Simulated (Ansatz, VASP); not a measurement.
**TaN: VASP beside Ansatz**

Contents of INCAR:

```
PREC     = Accurate       # precision mode
ENCUT    = 600            # plane-wave cutoff, eV
EDIFF    = 1E-7           # SCF threshold, eV
ISMEAR   = 0              # smearing method
SIGMA    = 0.1            # smearing width, eV
LREAL    = F              # projectors in reciprocal space
LASPH    = T              # aspherical terms in the spheres
NELM     = 80             # most SCF steps
ALGO     = Normal         # electronic algorithm
ISIF     = 3              # what is computed and relaxed
LWAVE    = F              # write WAVECAR
LCHARG   = F              # write CHGCAR
GGA      = RE             # functional
IVDW     = 12             # dispersion correction
IBRION   = 2              # ionic algorithm
NSW      = 80             # ionic steps
EDIFFG   = -0.01          # ionic threshold
```

File KPOINTS:

```
regular mesh
0
Gamma
  13 13 13
```

File POSCAR:

```
TaN
1.0
    0.0000000000      2.1790000000      2.1790000000
    2.1790000000      0.0000000000      2.1790000000
    2.1790000000      2.1790000000      0.0000000000
Ta N
1 1
Direct
    0.5000000000      0.5000000000      0.5000000000
    0.0000000000      0.0000000000      0.0000000000
```

Input for Ansatz:

```yaml
crystal:
  lattice:
    - [0.0, 2.179, 2.179]
    - [2.179, 0.0, 2.179]
    - [2.179, 2.179, 0.0]
  atoms:
    - { symbol: Ta, position: [0.5, 0.5, 0.5] }
    - { symbol: "N", position: [0.0, 0.0, 0.0] }
kpoints:
  mp_grid:
    grid: [13, 13, 13]
hamiltonian:
  xc: revpbe
  dispersion: d3bj
scf:
  occupations:
    method: gaussian
    width: 0.1
relax:
  cell: {}
```

Alike in both runs: task relaxation of cell and atoms; functional revPBE; dispersion D3(BJ); k mesh 13 × 13 × 13; occupations gaussian, width 0.1 eV; no spin polarisation.

```csv
,VASP,Ansatz
version,VASP 6.6.1,Ansatz 0.2.0
potentials or method,"VASP PAW PBE potentials, release 64 (Ta_pv, N)","plane waves, PAW"
plane-wave cutoff (eV),600,420
valence electrons in the cell,16,18
```

Ansatz gave:

- relaxed volume (Å³/atom): 10.44
- relaxed cell length with the largest relative difference (Å): 3.091
- energy change over the relaxation (meV/atom): -1

Q: What did VASP give for the same quantities?

A: Relaxed volume (Å³/atom): 10.46; relaxed cell length with the largest relative difference (Å): 3.093; energy change over the relaxation (meV/atom): -1.

The two sets of potentials don't hold the same shells in valence.

Caveats: the PAW data sets were made with another functional, which shifts forces and pressure a little (VASP); pairwise dispersion overbinds metals, which lowers pressure and volume. Zero-point motion and thermal expansion aren't in these numbers. Spin-orbit coupling is left out, which matters for the levels of Ta.
